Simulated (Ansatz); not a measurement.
# Strain and the gap of Ge (lonsdaleite)

Ge in the lonsdaleite structure, relaxed with r2SCAN in the plane-wave code Ansatz. Space group P6_3/mmc (No. 194), hexagonal; conventional cell a = 3.998 Å, c = 6.593 Å, 22.81 Å³ an atom. Ge is surrounded by 4 Ge at 2.45–2.47 Å.

The axes x, y and z are those of this cell:
```
Ge
1.0
     3.99762    0.00000    0.00000
    -1.99881    3.46204    0.00000
     0.00000    0.00000    6.59282
Ge
4
Direct
  0.33333 0.66667 0.00037
  0.66667 0.33333 0.50037
  0.33333 0.66667 0.37463
  0.66667 0.33333 0.87463
```

Unstrained: HSE06 gives a direct gap of 0.380 eV at Γ. Meshes: HSE06 6×6×4. Strains are changes of length per length. After each strain the atoms were relaxed again with r2SCAN within the symmetry that the strain leaves, so tilts or polar shifts that break it weren't tested; points keep the names that they have in the unstrained zone. (Simulation; spin polarisation is off.)

Changes of the least gap in eV (an overlap counts as a negative gap):

| strain | volume change (%) | space group | HSE06 |
| --- | --- | --- | --- |
| isotropic -2.5 % on every length | -7.3 | P6_3/mmc | +0.224 |
| uniaxial -2.0 % along x | -2.0 | Cmcm | +0.058 |
| epitaxial +1.0 % in the xy plane, free normal strain -0.33 % | +1.7 | P6_3/mmc | -0.188 |
| isotropic -2.0 % on every length | -5.9 | P6_3/mmc | +0.178 |

Isotropic -2.5 % on every length. HSE06: the gap goes from 0.380 to 0.604 eV (+0.224 eV); with HSE06 the top three valence levels at Γ, grouped 2+1 from the top over 284 meV, become 2+1 over 343 meV. For HSE06, dE_g/d ln V = -2.9 eV over this step.

Uniaxial -2.0 % along x, other directions held. HSE06: the gap goes from 0.380 to 0.438 eV (+0.058 eV); with HSE06 the top three valence levels at Γ, grouped 2+1 from the top over 284 meV, become 1+1+1 over 469 meV.

Epitaxial +1.0 % in the xy plane, free normal strain -0.33 %. HSE06: the gap goes from 0.380 to 0.192 eV (-0.188 eV); with HSE06 the top three valence levels at Γ, grouped 2+1 from the top over 284 meV, become 2+1 over 188 meV.

Isotropic -2.0 % on every length. HSE06: the gap goes from 0.380 to 0.558 eV (+0.178 eV); with HSE06 the top three valence levels at Γ, grouped 2+1 from the top over 284 meV, become 2+1 over 331 meV. For HSE06, dE_g/d ln V = -2.9 eV over this step.

Spin-orbit coupling is left out.

The meshes of the hybrids are coarse, so their gaps aren't converged to the digits shown.

The splittings at Γ are without spin-orbit coupling, which regroups them where it is of like size or larger.
